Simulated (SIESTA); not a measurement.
TaSi2:

```
Ta Si
1.0
     4.78000    0.00000    0.00000
    -2.39000    4.13960    0.00000
     0.00000    0.00000    6.56400
Ta Si
3 6
Direct
  0.00000 0.50000 0.16667
  0.50000 0.50000 0.83333
  0.50000 0.00000 0.50000
  0.33330 0.16665 0.16667
  0.16665 0.83335 0.83333
  0.83335 0.66670 0.50000
  0.66670 0.83335 0.16667
  0.83335 0.16665 0.83333
  0.16665 0.33330 0.50000
```

Base run:

| Property | Result |
| --- | --- |
| Program | SIESTA 5.4.2 |
| Functional | PBEsol |
| Potentials or basis | PseudoDojo 0.4 standard (PBEsol files) |
| Basis | DZP (energy shift 0.003 Ry; two zetas on semicore shells) |
| Grid cutoff | 800 Ry |
| Energy shift | 0.003 Ry |
| k mesh | 7 × 7 × 4 |
| Occupations | fermi-dirac, width 0.05 eV |
| Spin | no spin polarisation |

Its results: band gap on the k mesh none (metal or under the smearing width); pressure -1.1 GPa; largest force 0.787 eV/Å.

Task: The run is repeated on the same cell with these changes: functional from PBEsol to PBE; potentials or basis from PseudoDojo 0.4 standard (PBEsol files) to PseudoDojo 0.4 standard (PBE files). What comes out?

Result: Band gap on the k mesh none (metal or under the smearing width); pressure 3.7 GPa; largest force 0.825 eV/Å.

Caveats: short orbitals over semicore shells can move pressures by several GPa; the cell's inner coordinates are idealised or old, which leaves forces on the atoms; the basis of atomic orbitals isn't converged, which shifts pressures, moduli and gaps.

Not every run made on this cell is shown here.
